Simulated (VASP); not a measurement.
AlP:

```xyz
4
Lattice="3.8700 0.0000 0.0000 0.0000 5.4730 0.0000 0.0000 0.0000 3.8700" Properties=species:S:1:pos:R:3 pbc="T T T"
Al    0.0000    0.0000    0.0000
Al    1.9350    2.7365    1.9350
P     0.0000    1.3682    1.9350
P     1.9350    4.1047    0.0000
```

The cell was built by a generator and isn't the measured one.

```yaml
Program: VASP 6.6.1
Task: relaxation of cell and atoms
Functional: PBE
Potentials_or_basis: VASP PAW PBE potentials, release 64 (Al, P)
Cutoff: 600 eV
k_mesh: 6 × 5 × 6
Occupations: gaussian, width 0.02 eV
Spin: no spin polarisation
```

At the start: pressure 1.5 GPa; volume 20.49 Å³/atom.

Where does the relaxation end?

Over 6 steps the energy falls by 9.9 meV/atom and the volume is 20.87 Å³/atom (+1.8 %); space group Imm2 (No. 44, to 0.05 Å).

Step by step:
| step | energy change (eV) | largest force (eV/Å) | pressure (GPa) | volume (Å³) |
| --- | --- | --- | --- | --- |
| 1 | 0.0000 | 0.0000 | 1.54 | 81.97 |
| 2 | -0.0213 | 0.0000 | 0.66 | 82.76 |
| 3 | -0.0220 | 0.0000 | 0.63 | 82.79 |
| 4 | -0.0258 | 0.0000 | 0.48 | 82.93 |
| 5 | -0.0368 | 0.0000 | 0.07 | 83.37 |
| 6 | -0.0395 | 0.0000 | -0.03 | 83.48 |

Final structure:
```
Al P
1.0
     3.86997    0.00000    0.00000
     0.00000    5.47297    0.00000
     0.00000    0.00000    3.94133
Al P
2 2
Direct
  0.00000 0.00000 0.00000
  0.50000 0.50000 0.50000
  0.00000 0.25000 0.50000
  0.50000 0.75000 0.00000
```

Caveat: the real-space grid breaks the cell's symmetry a little.
